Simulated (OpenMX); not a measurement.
## ZrS2 under changes of volume

One of the cells (24.238 Å³/atom); the others are scaled copies at fixed shape and fractional positions:

```
Zr S
1.0
     3.71583    0.00000    0.00000
    -1.85791    3.21800    0.00000
     0.00000    0.00000    6.08109
Zr S
1 2
Cartesian
  0.0000 0.0000 0.0000
  0.0000 2.1453 1.4468
  1.8579 1.0727 4.6343
```

The cell is a database's computed one.

* Program: OpenMX 3.8.5
* Functional: PBE
* Potentials or basis: OpenMX 2013 PBE set, Zr7.0-s3p2d2, S7.0-s2p2d1f1, fixed grid of 40 × 40 × 72 points
* k mesh: 9 × 9 × 5
* Occupations: fermi-dirac, width 0.05 eV
* Spin: no spin polarisation

```tsv
volume (Å³/atom)	energy over the lowest point (meV/atom)	gap on the mesh (eV)	largest force (eV/Å)
22.337	53.00	0.87	1.269
22.813	30.12	0.89	0.978
23.288	14.03	0.91	0.704
24.238	0.00	0.94	0.211
24.714	0.87	0.95	0.012
25.189	?	?	?
```

Problem. What does the run at 25.189 Å³/atom give?

Solution. Energy over the lowest point 6.42 meV/atom; gap on the mesh 0.96 eV; largest force 0.221 eV/Å.

Worked out: A Birch-Murnaghan fit of order 3 (a polynomial in V^(-2/3)) to the other rows has its minimum at 24.39 Å³/atom with B0 = V·E''(V) = 86 GPa and B' = 3.9 at fixed shape and positions, which overstates the stiffness. It gives 6.41 meV/atom at 25.189 Å³/atom, against the run's 6.42. A straight line through the other rows of the gap, of slope 0.795 eV per unit of ln V, extrapolates to 0.97 eV, against the run's 0.96.

Energies are extrapolated to zero smearing.

Caveats: an odd mesh through Γ misses points on the zone boundary, where band edges often lie; this functional lacks dispersion, which binds the layers, so the pressure and a relaxed spacing across them are unreliable; the basis of atomic orbitals isn't converged, which shifts pressures, moduli and gaps; forces of over 1 eV/Å show positions far from the minimum, so gaps and moduli don't describe the material at rest (some runs). Spin-orbit coupling on Zr is left out.
